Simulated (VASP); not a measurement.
A run of VASP 6.6.1 is set up as follows.

INCAR

```
SYSTEM = NiSb
PREC = Accurate
ENCUT = 580
EDIFF = 1E-7
ISMEAR = 0
SIGMA = 0.1
LREAL = .FALSE.
LASPH = .TRUE.
NELM = 150
ALGO = Normal
ISIF = 3
LWAVE = .FALSE.
LCHARG = .FALSE.
ISPIN = 2
MAGMOM = 1 1 0 0
LORBIT = 11
LMAXMIX = 4
GGA = PS
IBRION = 2
NSW = 90
EDIFFG = -0.005
```

KPOINTS

```
regular mesh
0
G
  12 12 8
  0 0 0
```

Contents of POSCAR:

```
NiSb
1.0
    3.9296697700      0.0000000000      0.0000000000
   -1.9648348800      3.4031938500      0.0000000000
    0.0000000000      0.0000000000      5.1161871700
Ni Sb
2 2
Direct
    0.0000000000      0.0000000000      0.0000000000
    0.0000000000      0.0000000000      0.5000000000
    0.3333333300      0.6666666700      0.2500000000
    0.6666666700      0.3333333300      0.7500000000
```

Potentials or basis: VASP PAW PBE potentials, release 64 (Ni, Sb).

Command:

```bash
$ cat potpaw_PBE.64/Ni/POTCAR potpaw_PBE.64/Sb/POTCAR > POTCAR
$ mpirun -np 1 vasp_std > vasp.out
```

(1) Predict the band gap on the k mesh.

(2) What does it give for the relaxed volume?

(3) Estimate the relaxed cell.

Answers

(1) none (metal or under the smearing width).

(2) 16.84 Å³/atom.

(3) a = 3.915 Å, b = 3.915 Å, c = 5.075 Å, α = 90.00°, β = 90.00°, γ = 120.00°.

Caveat: the PAW data sets were made with another functional, which shifts forces and pressure a little.
